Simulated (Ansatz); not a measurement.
A run of Ansatz 0.2.0:

File input:

```
crystal:
  lattice:
    - [2.34185, -1.7113, 0.0]
    - [2.34185, 1.7113, 0.0]
    - [-0.8500274268, 0.0, 5.0578693947]
  atoms:
    - { symbol: Cu, position: [0.5, 0.0, 0.5] }
    - { symbol: Cu, position: [0.0, 0.5, 0.0] }
    - { symbol: O, position: [0.4184, 0.5816, 0.75] }
    - { symbol: O, position: [0.5816, 0.4184, 0.25] }
hamiltonian:
  xc: hse06
  pseudopotentials: { kind: paw }
kpoints:
  mp_grid: { grid: [6, 6, 4] }
  band_path:
    path:
      - [[0.0, 0.0, 0.0], [-0.5, -0.5, 0.0], [-0.5247847702, -0.5247847702, 0.3275098836], [-0.5, -0.5, 0.5], [-0.6335075857, -0.3664924143, 0.5]]
      - [[-0.3664924143, 0.3664924143, 0.5], [0.0, 0.0, 0.5], [-0.4752152298, -0.4752152298, 0.6724901164]]
      - [[-0.5, -0.5, 0.0], [-0.612731633, -0.387268367, 0.0]]
      - [[-0.387268367, 0.387268367, 0.0], [0.0, 0.0, 0.0], [-0.5, 0.0, 0.0]]
      - [[-0.5, 0.0, 0.5], [0.0, 0.0, 0.0]]
    npoints: 4
scf:
  occupations: { method: fermi_dirac, width: 0.05 }
  n_extra_bands: 10
output:
  forces: true
  stress: true
  eigenvalues: true
  fatbands: false
```

Hardware: 1 × NVIDIA H100 80GB HBM3 with 2 threads of AMD EPYC 7R13 Processor (Zen 3), with other jobs on the host.

Estimate the wall time of this run.

Wall time 91 s on 1 × NVIDIA H100 80GB HBM3 with 2 threads of AMD EPYC 7R13 Processor (Zen 3) (shared host), peak memory 2.3 GiB. Counts: scf iterations 28, plane waves 787, k points 47, bands 35.
